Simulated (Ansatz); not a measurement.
A 14-atom cell of CdIn2O4 (Fd-3m) from a materials database, relaxed with r2SCAN in the plane-wave code Ansatz: space group Fd-3m (No. 227), cubic; conventional cell a = 9.201 Å, 13.91 Å³ an atom. Around Cd lie 4 O at 2.20 Å; around In lie 6 O at 2.19 Å; around O lie 3 In at 2.19 Å and 1 Cd at 2.20 Å. The primitive cell holds 14 atoms in 194.72 Å³. No spin polarisation and no zero-point or thermal motion.

Computed values: HSE06 (4×4×4) gives a least gap of 2.53 eV and a least direct gap of 2.61 eV. In PBE's bands the lowest conduction level rises by 0.101 eV from Γ to the point 0.0683 1/Å along Γ–X; the direct gap at Γ is 1.13 eV. r2SCAN's ε∞ is 4.38.

What is the density?
The cell holds 2 Cd, 4 In, 8 O: M = 2×112.414 + 4×114.818 + 8×15.999 = 812.09 u in V = 194.72 Å³. ρ = 1.66054 × M/V = 1.66054 × 812.09/194.72 = 6.925 g/cm³, for the static r2SCAN lattice.

At what wavelength does absorption set in by HSE06, excitons left aside?
λ = 1239.84 eV nm/E: 490 nm for the least gap, where it needs phonons and is weak, and 475 nm for direct transitions. The direct edge lies in the visible range.

Estimate the electron mass at Γ from the rise of PBE's conduction level.
A parabola gives m*/mₑ = (ħ²/2mₑ) k²/ΔE = 3.810 × 0.0683²/0.101 = 0.176. The band flattens away from Γ; with E(1 + E/E_g) = ħ²k²/2m* the mass at the edge is 0.176/(1 + 0.101/1.13) = 0.162 (1/E_g is only a rough value for the bending). It is PBE's mass, and a gap that is too small makes it too light.

What refractive index and reflectivity at normal incidence follow, below the gap and above the phonons?
n = √4.38 = 2.093; R = ((n − 1)/(n + 1))² = (1.093/3.093)² = 12.5 % a face.

The runs are scalar-relativistic, without spin-orbit coupling.

The meshes of the hybrids are coarse, so their gaps aren't converged to the digits shown.

For a response run the program warns that the ground state's bands aren't all converged, so ε∞ carries an extra error.
